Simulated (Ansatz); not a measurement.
Set up this calculation in Ansatz 0.2.0, as the native input.

```
Task                    : single point
Functional              : HSE06 form with a typed share of exact exchange
Potentials or basis     : Ansatz PAW
Cutoff                  : 420 eV (not typed: the program's choice for these potentials)
k mesh                  : 4 × 4 × 5
Occupations             : fermi-dirac, width 0.05 eV
Spin                    : no spin polarisation
Screening (1/Å)         : 0.2
Share of exact exchange : 0.15
```

The system is TiSi2.

```xyz
3
Lattice="4.3746 0.0000 0.0000 -2.1873 3.7885 0.0000 0.0000 0.0000 2.5610" Properties=species:S:1:pos:R:3 pbc="T T T"
Ti    0.0000    0.0000    0.0000
Si    0.0000    2.5257    1.2805
Si    2.1873    1.2628    1.2805
```

The cell was built by a generator and needn't be a form met in nature.

The input as run:

input.yaml

```yaml
crystal:
  lattice:
    - [4.37464, 0.0, 0.0]
    - [-2.18732, 3.78855, 0.0]
    - [0.0, 0.0, 2.56101]
  atoms:
    - { symbol: Ti, position: [0.0, 0.0, 0.0] }
    - { symbol: Si, position: [0.33333, 0.66667, 0.5] }
    - { symbol: Si, position: [0.66667, 0.33333, 0.5] }
hamiltonian:
  xc: { exchange: pbe, correlation: pbe, exx: { coeff: 0.15, omega: 0.2 } }
  pseudopotentials: { kind: paw }
kpoints:
  mp_grid: { grid: [4, 4, 5] }
scf:
  occupations: { method: fermi_dirac, width: 0.05 }
output:
  forces: true
  stress: true
  eigenvalues: true
  write_density: true
  write_potential: true
  elf: true
  volumetric_format: npy
```

Potentials or basis: Ansatz PAW.

Run with:

```sh
$ ansatz run input.yaml --threads 2 --pin off --max-ram 5632MiB --backend cpu --events-out ev --progress --plain --runs-dir out
```

It gave:

The pressure is -1.4 GPa. The band gap on the k mesh is none (metal or under the smearing width).

Caveat: the k mesh is coarse (spacing up to 0.49 Å⁻¹), so the values aren't converged, least of all with exact exchange; the PAW data sets come from PBE, with cores solved anew for the run's functional, which leaves a small shift of forces and pressure; the thresholds are loose for stress.

Run time: 11 s on 2 threads of Arm Neoverse V1, on a shared host, peak memory 0.71 GiB.
